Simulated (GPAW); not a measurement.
Crystal: TiO.

```
CELL_PARAMETERS angstrom
3.03100 0.00000 0.00000
-1.51550 2.62492 0.00000
0.00000 0.00000 3.23770
ATOMIC_POSITIONS crystal
Ti 0.66667 0.33333 0.00000
O 0.00000 0.00000 0.50000
```

```yaml
Program: GPAW 26.7.0
Task: relaxation of cell and atoms
Functional: PBEsol
Dispersion: D4
Potentials_or_basis: PAW data sets generated in the run's folder for this functional
Cutoff: 800 eV
Basis: pw
k_mesh: 9 × 9 × 7
Occupations: fermi-dirac, width 0.05 eV
Spin: no spin polarisation
```

At the start: pressure -41.5 GPa; volume 12.88 Å³/atom.

Task: How do energy, volume and symmetry change on relaxing?

Result: Over 8 steps the energy falls by 641.2 meV/atom and the volume is 9.37 Å³/atom (-27.3 %); space group P-6m2 (No. 187, to 0.05 Å).

Step by step:
```tsv
step	energy change (eV)	largest force (eV/Å)	pressure (GPa)	volume (Å³)
1	0.0000	0.0000	-41.50	25.76
2	-0.4619	0.0000	-37.90	23.98
3	-1.2721	0.0000	-5.70	19.14
4	-1.2788	0.0000	2.96	18.52
5	-1.2812	0.0000	0.42	18.69
6	-1.2817	0.0000	0.05	18.72
7	-1.2824	0.0000	-0.23	18.75
8	-1.2823	0.0000	-0.06	18.74
```

Final structure:
```
Ti O
1.0
     2.78403    0.00000    0.00000
    -1.39201    2.41104    0.00000
     0.00000    0.00000    2.79117
Ti O
1 1
Direct
  0.66667 0.33333 0.00000
  0.00000 0.00000 0.50000
```

Caveat: later steps reuse the first step's grids; the volume moved by over 15 % at a fixed basis, so the end points are rough; pairwise dispersion overbinds metals, which lowers pressure and volume.
